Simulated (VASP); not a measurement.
Write the native input for VASP 6.6.1 that does the following.

* Task: relaxation of cell and atoms
* Functional: PBE
* Potentials or basis: VASP PAW PBE potentials, release 64 (Si, C)
* Cutoff: 520 eV
* k mesh: 18 × 18 × 10
* Occupations: gaussian, width 0.02 eV
* Spin: no spin polarisation
* Further INCAR settings: ALGO = Normal; EDIFF = 1e-07; IBRION = 2; EDIFFG = -0.002; NSW = 80; ISIF = 3

The structure of SiC lies in POSCAR:

```
SiC                                     
1.0
    3.0916993848      0.0000000000      0.0000000000
   -1.5458496924      2.6774902060     -0.0000000000
   -0.0000000000     -0.0000000000      5.0741016294
  Si              C             
     2     2
Direct
     0.3333333300000021    0.6666666699999979    0.0045848791834526
     0.6666666699999979    0.3333333300000021    0.5045848791834526
     0.3333333300000021    0.6666666699999979    0.3804151208165454
     0.6666666699999979    0.3333333300000021    0.8804151208165454
```

The input as run:

INCAR

```
ALGO = Normal ; EDIFF = 1E-7
EDIFFG = -0.002 ; ENCUT = 520
GGA = PE ; IBRION = 2
ISIF = 3 ; ISMEAR = 0
LASPH = True ; LCHARG = False
LREAL = False ; LWAVE = False
NELM = 100 ; NSW = 80
PREC = Accurate ; SIGMA = 0.02
```

KPOINTS

```
k-points
0
Gamma
  18 18 10
```

Potentials or basis: VASP PAW PBE potentials, release 64 (Si, C).

Run with:

```console
$ cat potpaw_PBE.64/Si/POTCAR potpaw_PBE.64/C/POTCAR > POTCAR
$ mpirun -np 1 vasp_std > vasp.out
```

Results of the run:

The pressure after relaxing is 0.0 GPa and the band gap on the k mesh is 2.30 eV, indirect (least direct gap 3.94 eV).

Caveat: the relaxation stopped at its first step, so nothing moved.

Wall time 57 s on 1 thread of Intel(R) Xeon(R) Platinum 8375C CPU @ 2.90GHz (Ice Lake), on a shared host, peak memory 0.23 GiB.
